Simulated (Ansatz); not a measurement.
## Phonons of Mg2Sn

The computed numbers are results of PBEsol, scalar-relativistic (no spin polarisation) in the plane-wave PAW code Ansatz at 420 eV, Gaussian smearing of 0.15 eV. The datasets are Ansatz's generated set soft_2.

```cif
data_structure
_symmetry_space_group_name_H-M 'P 1'
_symmetry_Int_Tables_number 1
_cell_length_a 4.7699
_cell_length_b 4.7699
_cell_length_c 4.7699
_cell_angle_alpha 60.000
_cell_angle_beta 60.000
_cell_angle_gamma 60.000
_cell_volume 76.74
loop_
_atom_site_label
_atom_site_type_symbol
_atom_site_fract_x
_atom_site_fract_y
_atom_site_fract_z
_atom_site_occupancy
Mg1 Mg 0.25000 0.25000 0.25000 1
Mg2 Mg 0.75000 0.75000 0.75000 1
Sn1 Sn 0.00000 0.00000 0.00000 1
```

The chain of runs began from a cell as deposited in COD, expanded in volume.

Force constants come from finite displacements in a 2×2×2 supercell (the unit cell's 10×10×10 k-mesh, folded to it); the long-range dipole term is not included. Points in reciprocal vectors of this cell: Γ = (0.000, 0.000, 0.000), X = (0.500, 0.000, 0.500), U = (0.625, 0.250, 0.625), K = (0.375, 0.375, 0.750), L = (0.500, 0.500, 0.500), W = (0.500, 0.250, 0.750).

Frequencies at the named points (cm⁻¹, imaginary ones negative):
```
point                           ω (cm⁻¹)
    Γ      0 0 0 191 191 191 215 215 215
    X  67 67 122 154 155 155 226 226 283
    U  66 89 103 150 159 187 225 228 269
    K  66 89 103 150 159 187 225 228 269
    L  50 50 113 195 195 197 206 206 250
    W   79 91 91 143 167 199 199 253 258
```

Problem. Is the structure dynamically stable along this path, and where does the spectrum end?

Solution. Yes: no branch is imaginary beyond numerical noise. The highest frequency is 283 cm⁻¹, at X. Points that don't fit the supercell are interpolated.

Problem. What does the harmonic approximation give for the vibrational free energy, entropy and heat capacity?

Solution. Zero-point energy 30.0 meV/atom.
```
T (K)  F_vib (meV/atom)  S (J/K per mole of atoms)  C_V (J/K per mole of atoms)
  100              25.1                       12.2                         16.0
  200               5.1                       25.7                         22.0
  300             -26.6                       34.9                         23.6
  400             -66.5                       41.8                         24.1
  500            -112.8                       47.2                         24.4
  600            -164.1                       51.7                         24.6
  700            -219.7                       55.5                         24.7
  800            -278.9                       58.8                         24.7
  900            -341.4                       61.7                         24.8
 1000            -406.8                       64.3                         24.8
```

The highest mode, 283 cm⁻¹, is worth 410 K. At 300 K the heat capacity has reached 94 % of the classical limit 3R = 24.9 J/K per mole of atoms: a mode at k_BT already holds 92 % of its classical share, and one at 1.5 k_BT 83 %.

The crystal is a metal or nearly so; low and unstable modes depend on mesh and smearing.

Cost: 37 s on 4 threads of AMD EPYC 9R45 96-Core Processor (Zen 5), with other jobs on the host, peak memory 3.5 GiB.

